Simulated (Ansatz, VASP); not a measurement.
One calculation of HgSe (d3), two programs

```
CELL_PARAMETERS angstrom
0.00000 3.05519 3.05519
3.05519 0.00000 3.05519
3.05519 3.05519 0.00000
ATOMIC_POSITIONS crystal
Hg 0.00000 0.00000 0.00000
Se 0.25000 0.25000 0.25000
```

Alike in both runs: task single point; functional PBE; dispersion D3(BJ); k mesh 12 × 12 × 12; occupations gaussian, width 0.1 eV; no spin polarisation.

|  | VASP | Ansatz |
| --- | --- | --- |
| version | VASP 6.6.1 | Ansatz 0.2.0 |
| potentials or method | VASP PAW PBE potentials, release 64 (Hg, Se) | scalar-relativistic, plane waves, PAW |
| plane-wave cutoff (eV) | 520 | 420 |
| valence electrons in the cell | 18 | 36 |

Ansatz gave:

- gap on the k mesh at the Fermi level (eV): none
- pressure (GPa): 1.6

Q: Estimate VASP's values.

A: gap on the k mesh at the Fermi level (eV): none; pressure (GPa): 1.9.

A gap of «none» marks a metal or a gap that the smearing closes. The two sets of potentials don't hold the same shells in valence.

Caveats: pairwise dispersion overbinds metals, which lowers pressure and volume. Spin-orbit coupling is left out, which matters for the levels of Hg.
